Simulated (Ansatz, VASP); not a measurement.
**MgS (Niningerite) in VASP and in Ansatz**

```
S Mg
1.0
     0.00000    2.58419    2.58419
     2.58419    0.00000    2.58419
     2.58419    2.58419    0.00000
S Mg
1 1
Direct
  0.50000 0.50000 0.50000
  0.00000 0.00000 0.00000
```

Alike in both runs: task single point; functional PBE; k mesh 9 × 9 × 9; occupations fermi-dirac, width 0.05 eV; no spin polarisation.

|  | VASP | Ansatz |
| --- | --- | --- |
| version | VASP 6.6.1 | Ansatz 0.2.0 |
| potentials or method | VASP PAW PBE potentials, release 64 (S, Mg) | Ansatz PAW |
| plane-wave cutoff (eV) | 520 | 420 |
| valence electrons in the cell | 8 | 16 |

```tsv
	VASP	Ansatz	Ansatz less VASP
gap on the k mesh at the Fermi level (eV)	2.95	2.96	+0.013
least direct gap on the mesh (eV)	3.87	3.88	+0.011
pressure (GPa)	2.5	2.8	+0.31
```

The functional is the same, so the differences come from potentials, cutoffs and numerics. The two sets of potentials don't hold the same shells in valence.

Caveats: an odd mesh through Γ misses points on the zone boundary, where band edges often lie (VASP); odd divisions of the mesh miss points on the zone boundary, where band edges often lie, so the gap on the mesh can be too wide (Ansatz). Expect the measured gap to be larger: semilocal functionals such as PBE lack the derivative discontinuity.
